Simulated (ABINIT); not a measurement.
The system is Hf.

```
Hf
1.0
     3.19670    0.00000    0.00000
    -1.59835    2.76842    0.00000
     0.00000    0.00000    5.05780
Hf
2
Direct
  0.66667 0.33333 0.75000
  0.33333 0.66667 0.25000
```

Base run:

- Program: ABINIT 10.8.3 (patched build)
- Functional: PBE
- Potentials or basis: PseudoDojo NC SR PBE v0.4.1 standard
- Cutoff: 707 eV
- k mesh: 8 × 8 × 4
- Occupations: fermi-dirac, width 0.05 eV
- Spin: no spin polarisation

Its results: band gap on the k mesh none (metal or under the smearing width); pressure 0.3 GPa.

The run is repeated on the same cell with these changes: functional from PBE to LDA; potentials or basis from PseudoDojo NC SR PBE v0.4.1 standard to PseudoDojo NC SR LDA v0.4.1 standard. What comes out?

Band gap on the k mesh none (metal or under the smearing width); pressure -9.2 GPa.
